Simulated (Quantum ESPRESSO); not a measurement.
The system is CO2.

```xyz
6
Lattice="-1.9747 1.9747 3.0141 1.9747 -1.9747 3.0141 1.9747 1.9747 -3.0141" Properties=species:S:1:pos:R:3 pbc="T T T"
O     1.3223    0.9874    3.7676
O     0.6525    0.9874    0.7535
O     2.9621    0.6525   -0.7535
O    -0.9874    1.3223    2.2605
C     0.0000    0.0000    0.0000
C     0.0000    1.9747    1.5070
```

The cell comes from a database or a generator and needn't be the stable form of this composition.

Base run:

```yaml
Program: Quantum ESPRESSO 7.5
Functional: PBEsol
Potentials_or_basis: GBRV 1.5 PBEsol
Cutoff: 612 eV
Density_cutoff: 4898 eV
k_mesh: 9 × 9 × 9
Occupations: fermi-dirac, width 0.05 eV
Spin: no spin polarisation
```

Its results: pressure -5.5 GPa; largest force 0.125 eV/Å.

Question: The run is repeated on the same cell with these changes: potentials or basis from GBRV 1.5 PBEsol to PseudoDojo 0.4.1 SR PBEsol standard; cutoff from 612 eV to 1143 eV; density cutoff from 4898 eV to 4572 eV; k mesh from 9 × 9 × 9 to 6 × 6 × 6, shifted. What comes out?

Answer: Pressure -6.8 GPa; largest force 0.221 eV/Å.

Caveats: the cell is more than 3 GPa from zero pressure, which shifts response properties (some runs).

Not every run made on this cell is shown here.
